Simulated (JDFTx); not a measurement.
ZrS2:

```xyz
3
Lattice="3.6914 0.0000 0.0000 -1.8457 3.1968 0.0000 0.0000 0.0000 6.0411" Properties=species:S:1:pos:R:3 pbc="T T T"
Zr    0.0000    0.0000    0.0000
S     0.0000    2.1312    1.4372
S     1.8457    1.0656    4.6038
```

The cell is a database's computed one.

A run of JDFTx 1.7.0 (patched build) on this cell left the log below. Logs are shortened: lines on timing, memory, paths and dates and some standing lists are left out, and cuts for length are marked.

```text
*************** JDFTx 1.7.0 (patched build) ***************

Input parsed successfully to the following command list (including defaults):
[... the input with its defaults ...]

---------- Setting up symmetries ----------

Found 24 point-group symmetries of the bravais lattice
Found 12 space-group symmetries with basis
Applied RMS atom displacement 3.15935e-10 bohrs to make symmetries exact.

---------- Initializing the Grid ----------
R =
[       6.9757     -3.48785            0  ]
[            0      6.04114            0  ]
[            0            0       11.416  ]
unit cell volume = 481.083
G =
[   0.900724   0.520033         -0  ]
[          0    1.04007          0  ]
[          0         -0   0.550385  ]
Minimum fftbox size, Smin = [  60  60  92  ]
Chosen fftbox size, S = [  60  60  96  ]

---------- Initializing tighter grid for wavefunction operations ----------
R =
[       6.9757     -3.48785            0  ]
[            0      6.04114            0  ]
[            0            0       11.416  ]
unit cell volume = 481.083
G =
[   0.900724   0.520033         -0  ]
[          0    1.04007          0  ]
[          0         -0   0.550385  ]
Minimum fftbox size, Smin = [  40  40  68  ]
Chosen fftbox size, S = [  40  40  70  ]

---------- Exchange Correlation functional ----------
Initalized TPSS mGGA exchange.
Initalized TPSS mGGA correlation.

---------- Setting up pseudopotentials ----------
Width of ionic core gaussian charges (only for fluid interactions / plotting) set to 0

Reading pseudopotential file 'pseudo/Zr.upf':
  'Zr' pseudopotential, 'PBE' functional
  Generated using ONCVPSP code by D. R. Hamann
  12 valence electrons, 0 orbitals, 6 projectors, 602 radial grid points, with lMax = 2
  Core radius for overlap checks: 2.10 bohrs.

Reading pseudopotential file 'pseudo/S.upf':
  'S' pseudopotential, 'PBE' functional
[... 36 lines left out ...]
	FillingsUpdate:  mu: +0.612249396  nElectrons: 24.000000
SCF: Cycle:  3   F: -30.356424579543088   dF: +6.309e+00   |Residual|: 6.244e+00   |deigs|: 2.438e+00
	FillingsUpdate:  mu: +0.028930481  nElectrons: 24.000000
SCF: Cycle:  4   F: -65.219817202504032   dF: -3.486e+01   |Residual|: 1.453e+00   |deigs|: 6.435e-01
	FillingsUpdate:  mu: -0.072368370  nElectrons: 24.000000
SCF: Cycle:  5   F: -64.812735153215669   dF: +4.071e-01   |Residual|: 1.445e+00   |deigs|: 1.673e-01
	FillingsUpdate:  mu: -0.010153945  nElectrons: 24.000000
SCF: Cycle:  6   F: -66.678209795228284   dF: -1.865e+00   |Residual|: 1.408e+00   |deigs|: 1.287e-01
	FillingsUpdate:  mu: -0.056046728  nElectrons: 24.000000
SCF: Cycle:  7   F: -64.474978663232193   dF: +2.203e+00   |Residual|: 2.074e+00   |deigs|: 7.224e-02
[... 41 lines left out ...]
SCF: Cycle: 28   F: -68.045194835681656   dF: -7.359e-07   |Residual|: 1.451e-03   |deigs|: 1.143e-04
	FillingsUpdate:  mu: +0.254661375  nElectrons: 24.000000
SCF: Cycle: 29   F: -68.045195649240952   dF: -8.136e-07   |Residual|: 4.002e-04   |deigs|: 1.244e-04
	FillingsUpdate:  mu: +0.254640125  nElectrons: 24.000000
SCF: Cycle: 30   F: -68.045195703653135   dF: -5.441e-08   |Residual|: 1.699e-04   |deigs|: 5.195e-05
	FillingsUpdate:  mu: +0.254642469  nElectrons: 24.000000
SCF: Cycle: 31   F: -68.045195730491486   dF: -2.684e-08   |Residual|: 5.477e-05   |deigs|: 1.610e-05
	FillingsUpdate:  mu: +0.254646566  nElectrons: 24.000000
SCF: Cycle: 32   F: -68.045195736498158   dF: -6.007e-09   |Residual|: 3.035e-05   |deigs|: 5.960e-06
	FillingsUpdate:  mu: +0.254646410  nElectrons: 24.000000
SCF: Cycle: 33   F: -68.045195738590522   dF: -2.092e-09   |Residual|: 1.188e-05   |deigs|: 1.169e-06
	FillingsUpdate:  mu: +0.254646661  nElectrons: 24.000000
SCF: Cycle: 34   F: -68.045195739535444   dF: -9.449e-10   |Residual|: 6.053e-06   |deigs|: 7.596e-07
	FillingsUpdate:  mu: +0.254646558  nElectrons: 24.000000
SCF: Cycle: 35   F: -68.045195739990220   dF: -4.548e-10   |Residual|: 5.309e-06   |deigs|: 3.445e-07
SCF: Converged (|Delta E|<1.000000e-09 for 2 iters).

Setting wave functions to eigenvectors of Hamiltonian
Converging empty states (this may take a while): |deigs|: 1.133e-06

# Stress tensor in Cartesian coordinates [Eh/a0^3]:
[ -3.20039e-05            0            0  ]
[            0 -3.20039e-05            0  ]
[            0            0 -5.73149e-05  ]

# Ionic positions in cartesian coordinates:
ion Zr   0.000000000033333   0.000000000033333  -0.000000000033333 1
ion S  -0.000000000000000   4.027423450766666   2.715975708316666 1
ion S   3.487851020166667   2.013711725400000   8.700005338316666 1

# Forces in Cartesian coordinates:
force Zr  -0.000000000000000  -0.000000000000000   0.000000000000000 1
force S   0.000000000000000  -0.000000000000000   0.002096390842518 1
force S  -0.000000000000000   0.000000000000000  -0.002096390842518 1

# Energy components:
   Eewald =      -46.6085508621632982
       EH =       17.9368404237466947
     Eloc =      -61.3196592293391376
      Enl =       10.8843477340415369
      Exc =      -10.3992303750959536
       KE =       21.4610933427855848
-------------------------------------
     Etot =      -68.0451589660245730
       TS =        0.0000367739656516
-------------------------------------
        F =      -68.0451957399902199

IonicMinimize: Iter:   0  F: -68.045195739990220  |grad|_K:  9.882e-04
IonicMinimize: None of the convergence criteria satisfied after 0 iterations.

Dumping 'run.eigStats' ...
	eMin: -1.589471 at state 0 ( [ +0.000000 +0.000000 +0.000000 ] spin 0 )
	HOMO: +0.234050 at state 0 ( [ +0.000000 +0.000000 +0.000000 ] spin 0 )
	mu  : +0.254646
	LUMO: +0.276065 at state 5 ( [ +0.000000 +0.500000 +0.500000 ] spin 0 )
	eMax: +0.539454 at state 7 ( [ +0.250000 +0.250000 +0.500000 ] spin 0 )
	HOMO-LUMO gap: +0.042014
	Optical gap  : +0.063262 at state 0 ( [ +0.000000 +0.000000 +0.000000 ] spin 0 )
Done!
[note: mu as printed may lie anywhere between the filled and the empty levels]
```

**Question.** Write the input and the command behind it.

**Answer.** Single point with TPSS, no spin polarisation. The files as run (others can give the same):

ZrS2.in
```
lattice \
    6.9757020403    -3.4878510202     0.0000000000 \
    0.0000000000     6.0411351761     0.0000000000 \
    0.0000000000     0.0000000000    11.4159810467
coords-type Cartesian
ion Zr     0.0000000000     0.0000000000     0.0000000000 1
ion S     -0.0000000003     4.0274234510     2.7159757083 1
ion S      3.4878510205     2.0137117252     8.7000053383 1

ion-species pseudo/Zr.upf
ion-species pseudo/S.upf
elec-cutoff 40 320
elec-ex-corr mgga-TPSS
kpoint-folding 4 4 2
elec-smearing Fermi 0.0036749322
elec-n-bands 18
electronic-SCF nIterations 100 energyDiffThreshold 1e-09
electronic-minimize nIterations 30 energyDiffThreshold 1e-7
converge-empty-states yes
forces-output-coords Cartesian

dump-name run.$VAR
dump End Ecomponents EigStats BandEigs Kpoints Forces Stress State
```

Potentials or basis: SG15-PBE-1.2 with smoothed tails.
Run with:
```bash
$ jdftx -c 1 -i ZrS2.in -o ZrS2.out
```

Caveat: the k mesh is coarse (spacing up to 0.52 Å⁻¹), so the values aren't converged.
